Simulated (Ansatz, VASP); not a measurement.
**Ag in VASP and in Ansatz**

The input INCAR:

```
ALGO = Fast
EDIFF = 1E-6
EDIFFG = -0.001
ENCUT = 600
GGA = PS
IBRION = 2
ISIF = 3
ISMEAR = -1
LASPH = True
LCHARG = False
LREAL = False
LWAVE = False
NELM = 60
NSW = 80
PREC = Accurate
SIGMA = 0.15
```

The input KPOINTS:

```
k-points
0
Gamma
  20 20 20
```

The input POSCAR:

```
Ag
1.0
    0.0000000000      2.0272056337      2.0272056337
    2.0272056337      0.0000000000      2.0272056337
    2.0272056337      2.0272056337      0.0000000000
Ag
1
Direct
    0.0000000000      0.0000000000      0.0000000000
```

Input for Ansatz:

```yaml
crystal:
  lattice:
    - [0.0, 2.0272056338, 2.0272056338]
    - [2.0272056338, 0.0, 2.0272056338]
    - [2.0272056338, 2.0272056338, 0.0]
  atoms:
    - { symbol: Ag, position: [0.0, 0.0, 0.0] }
basis:
  ecutwfc: 420
kpoints:
  mp_grid: { grid: [20, 20, 20] }
hamiltonian:
  xc: pbesol
scf:
  occupations: { method: fermi_dirac, width: 0.15 }
output:
  forces: true
  stress: true
  eigenvalues: true
relax:
  adjacent_minimum: "off"
  f_tol: 0.001
  max_steps: 60
  cell: { stress_tol: 0.01 }
```

Alike in both runs: task relaxation of cell and atoms; functional PBEsol; k mesh 20 × 20 × 20; occupations fermi-dirac, width 0.15 eV; no spin polarisation.

```csv
,VASP,Ansatz
version,VASP 6.6.1,Ansatz 0.2.0
potentials or method,"VASP PAW PBE potentials, release 64 (Ag)","scalar-relativistic, plane waves, PAW"
plane-wave cutoff (eV),600,420
valence electrons in the cell,11,19
```

Ansatz gave:

```
gap on the k mesh at the Fermi level, each at its own relaxed structure (eV) : none
relaxed volume (Å³/atom)                                                     : 16.66
relaxed cell length with the largest relative difference (Å)                 : 2.867
```

Which values does VASP return?

gap on the k mesh at the Fermi level, each at its own relaxed structure (eV): none; relaxed volume (Å³/atom): 16.63; relaxed cell length with the largest relative difference (Å): 2.865.

A gap of «none» marks a metal or a gap that the smearing closes. The two sets of potentials don't hold the same shells in valence.

Caveats: the PAW data sets were made with another functional, which shifts forces and pressure a little (VASP).
